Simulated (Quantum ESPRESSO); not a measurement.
C:

```
C
1.0
     0.00000    1.78337    1.78337
     1.78337    0.00000    1.78337
     1.78337    1.78337    0.00000
C
2
Direct
  0.75000 0.75000 0.75000
  0.50000 0.50000 0.50000
```

This isn't the form of C at room conditions, which is graphite.

Base run:

```yaml
Program: Quantum ESPRESSO 7.5
Functional: PBE
Potentials_or_basis: SG15 PBE 1.2
Cutoff: 952 eV
Density_cutoff: 3810 eV
k_mesh: 10 × 10 × 10
Occupations: fermi-dirac, width 0.05 eV
Spin: no spin polarisation
```

Its results: band gap on the k mesh 4.21 eV, indirect (least direct gap 5.60 eV).

Question: The run is repeated on the same cell with these changes: functional from PBE to r2SCAN; cutoff from 952 eV to 1197 eV; density cutoff from 3810 eV to 4789 eV. What comes out?

Answer: Band gap on the k mesh 4.30 eV, indirect (least direct gap 5.85 eV).

A k mesh can miss the band edges.

Not every run made on this cell is shown here.
